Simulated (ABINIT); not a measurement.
WC (Qusongite): single point with PBEsol

The system is WC (Qusongite).

```xyz
2
Lattice="2.9065 0.0000 0.0000 -1.4532 2.5171 0.0000 0.0000 0.0000 2.8366" Properties=species:S:1:pos:R:3 pbc="T T T"
W     0.0000    0.0000    0.0000
C     1.4533    0.8390    1.4183
```

```
Program             : ABINIT 10.8.3 (patched build)
Task                : single point
Functional          : PBEsol
Potentials or basis : JTH PAW PBE v2.0
Cutoff              : 517 eV
k mesh              : 10 × 10 × 9
Occupations         : fermi-dirac, width 0.05 eV
Spin                : no spin polarisation
```

The pressure is -2.5 GPa and the band gap on the k mesh is none (metal or under the smearing width). The valence electrons inside the program's atomic spheres are W 11.89; C 2.46.

Stress tensor (GPa, compression positive):
```
-2.11  0.00  0.00
 0.00 -2.11  0.00
 0.00  0.00 -3.18
```

Levels at points of the mesh, in eV from the Fermi level:
| k point | band 5 | band 6 | band 7 | band 8 | band 9 | band 10 | band 11 | band 12 | band 13 |
| --- | --- | --- | --- | --- | --- | --- | --- | --- | --- |
| (0.00, 0.00, 0.00) | -14.43 | -4.33 | -3.33 | -3.33 | 0.13 | 3.23 | 3.23 | 5.66 | 5.66 |
| (0.50, 0.00, 0.00) | -11.05 | -7.04 | -3.61 | -3.59 | -0.43 | 2.33 | 4.54 | 4.90 | 6.90 |

Wall time 34 s on 1 thread of Intel(R) Xeon(R) Platinum 8259CL CPU @ 2.50GHz (Skylake/Cascade Lake), with other jobs on the host, peak memory 0.11 GiB.

Caveat: the PAW data sets were made with another functional, which shifts forces and pressure a little. Spin-orbit coupling is left out, which matters for the levels of W.
